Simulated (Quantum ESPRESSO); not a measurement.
Runs of Quantum ESPRESSO 7.5 on Al. The structure is cubic, space group Fm-3m (No. 225). Conventional cell: a = 4.050 Å, b = 4.050 Å, c = 4.050 Å, α = 90.00°, β = 90.00°, γ = 90.00°. Al (site symmetry m-3m) has 12 Al at 2.86 Å as nearest neighbours. 

| task | level | potentials or basis | cell | k mesh | cutoff (eV) | smearing | iterations | form of the LDA correlation | mixing beta | startingwfc | q mesh | other keys | gap on the mesh (eV) | pressure (GPa) |
| --- | --- | --- | --- | --- | --- | --- | --- | --- | --- | --- | --- | --- | --- | --- |
| energy-loss spectrum | LDA | GBRV 1.5 LDA | as given | 11 × 11 × 11 | 612 | gaussian 0.2 eV | 400 | PZ81 | 0.1 | random | - | mixing_beta = 0.1; verbose = yes; startingwfc = random | none | -3.6 |
| phonon dispersion | PBEsol | PseudoDojo 0.4.1 SR PBEsol standard | relaxed | 12 × 12 × 12 | 544 | cold 0.272 eV | - | - | 0.5 | - | 4 × 4 × 4 | - | none | 0.0 |
| energy-loss spectrum | PBE | PseudoDojo 0.5 SR PBE standard | as given | 12 × 12 × 12, shifted | 544 | methfessel-paxton 0.2 eV | 400 | - | 0.5 | - | - | - | none | -0.8 |
| phonons | PBE+D2 | PseudoDojo 0.4.1 SR PBE standard | relaxed | 11 × 11 × 11 | 544 | cold 0.136 eV | - | - | 0.5 | - | - | - | none | 0.0 |
| Wannier functions | PBEsol | PseudoDojo 0.4.1 SR PBEsol standard | as given | 8 × 8 × 8 | 544 | fermi-dirac 0.05 eV | - | - | 0.5 | - | - | - | none | (a) |
| Wannier functions | PBE | PseudoDojo 0.4.1 SR PBE standard | as given | 8 × 8 × 8 | 544 | fermi-dirac 0.05 eV | - | - | 0.5 | - | - | - | none | -0.7 |
| phonon dispersion | PBE | PseudoDojo 0.4.1 SR PBE standard | relaxed | 12 × 12 × 12 | 544 | methfessel-paxton 0.136 eV | - | - | 0.5 | - | 4 × 4 × 4 | - | none | 0.0 |
| phonons | rPW86PBE+rVV10 | PseudoDojo 0.4.1 SR PBE standard | relaxed | 11 × 11 × 11 | 544 | methfessel-paxton 0.136 eV | - | - | 0.5 | - | - | - | none | 0.0 |

Alike in all rows: no spin polarisation.

Question: Fill in the values left out.

Answer: (a) -2.1.

Caveats: the q point doesn't lie on the k mesh, which can shift a metal's frequencies strongly unless the mesh is converged (some runs); pairwise dispersion overbinds metals, which lowers pressure and volume (some runs); the potentials were made for another functional, which shifts forces and pressure (some runs).

A gap of «none» marks a metal or a gap under the smearing width.
